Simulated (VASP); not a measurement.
Input of a VASP 6.6.1 run:

The input INCAR:

```
SYSTEM = SiGe3
  ALGO = Normal
  EDIFF = 1E-6
  EDIFFG = -0.01
  ENCUT = 520
  GGA = PE
  IBRION = 2
  ISIF = 3
  ISMEAR = 0
  KPAR = 4
  LASPH = .TRUE.
  LCHARG = .FALSE.
  LREAL = .FALSE.
  LWAVE = .FALSE.
  NELM = 120
  NSW = 90
  PREC = Accurate
  SIGMA = 0.1
```

File KPOINTS:

```
k-points
0
G
  8 8 8
  0 0 0
```

POSCAR

```
SiGe3
1.0
   -2.8350000000      2.8350000000      5.6670000000
    2.8350000000     -2.8350000000      5.6670000000
    2.8350000000      2.8350000000     -5.6670000000
Si Ge
2 6
Direct
    0.0000000000      0.0000000000      0.0000000000
    0.7500000000      0.2500000000      0.5000000000
    0.6323192200      0.6250000000      0.5073192200
    0.5000000000      0.5000000000      0.0000000000
    0.1176807800      0.1250000000      0.4926807800
    0.3750000000      0.8823192200      0.0073192200
    0.8750000000      0.3676807800      0.9926807800
    0.2500000000      0.7500000000      0.5000000000
```

Potentials or basis: VASP PAW PBE potentials, release 64 (Si, Ge_d).

Command:

```console
$ cat potpaw_PBE.64/Si/POTCAR potpaw_PBE.64/Ge_d/POTCAR > POTCAR
$ mpirun -np 4 vasp_std > vasp.out
```

(1) Estimate the space group after relaxing (to 0.05 Å).

(2) Estimate the band gap on the k mesh.

(3) Estimate the relaxed cell.

Results:

(1) I-42d (No. 122).

(2) 0.37 eV, indirect (least direct gap 0.47 eV).

(3) a = 6.949 Å, b = 6.949 Å, c = 6.949 Å, α = 131.80°, β = 131.80°, γ = 70.54°.
